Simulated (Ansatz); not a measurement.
SnO2 in the fluorite structure, relaxed with r2SCAN in Ansatz. It is cubic, Fm-3m (No. 225); a = 5.067 Å in the conventional setting, 10.84 Å³ an atom. Sn is surrounded by 8 O at 2.19 Å; O is surrounded by 4 Sn at 2.19 Å.

The axes x, y and z are those of this cell:
```
CELL_PARAMETERS angstrom
0.00000 2.53347 2.53347
2.53347 0.00000 2.53347
2.53347 2.53347 0.00000
ATOMIC_POSITIONS crystal
Sn 0.00000 0.00000 0.00000
O 0.25000 0.25000 0.25000
O 0.75000 0.75000 0.75000
```

Unstrained: The r2SCAN gap is indirect, 0.838 eV (W to Γ), below the direct gap of 2.269 eV at Γ. HSE06 gives an indirect gap of 1.684 eV, from W to Γ; the least direct gap is 3.172 eV at Γ. Meshes: r2SCAN 8×8×8, HSE06 6×6×6. Strains are changes of length per length, and xy shears are angles. After each strain the atoms were relaxed again with r2SCAN within the symmetry that the strain leaves, so tilts or polar shifts that break it weren't tested; points keep the names that they have in the unstrained zone. All values are calculated for a non-magnetic cell, which may be hypothetical.

Q: Estimate what xy shear, engineering strain (angle) -3.0 % does to the gap.

A: r2SCAN: the gap goes from 0.838 to 0.851 eV (+0.013 eV). The r2SCAN energy rises by 0.5 meV an atom.

Q: Apply isotropic +5.0 % on every length. How far does the gap move, against the unstrained cell?

A: r2SCAN: gap 0.84 before, none (overlap 0.57) after (eV); it has closed. HSE06: the gap goes from 1.684 to 0.109 eV (-1.575 eV); so small a gap is at the limit of these settings. The r2SCAN energy rises by 142.9 meV an atom.

Q: Estimate what uniaxial +3.0 % along z, other directions held does to the gap.

A: r2SCAN: the gap goes from 0.838 to 0.382 eV (-0.456 eV). The r2SCAN energy rises by 16.1 meV an atom.

Q: Estimate what uniaxial -4.0 % along [111], other directions held does to the gap.

A: r2SCAN: the gap goes from 0.838 to 1.301 eV (+0.463 eV). HSE06: the gap goes from 1.684 to 2.190 eV (+0.506 eV). The r2SCAN energy rises by 15.7 meV an atom.

Q: Apply isotropic +2.5 % on every length. How far does the gap move, against the unstrained cell?

A: r2SCAN: the gap goes from 0.838 to 0.093 eV (-0.745 eV); so small a gap is at the limit of these settings. HSE06: the gap goes from 1.684 to 0.860 eV (-0.824 eV). The r2SCAN energy rises by 39.3 meV an atom.

Spin-orbit coupling is left out, which matters wherever the heavy atoms make up the band edges.

Where bands overlap the cell is a metal at that level, and these k meshes limit energies, forces and stress.

The meshes of the hybrids are coarse, so their gaps aren't converged to the digits shown.
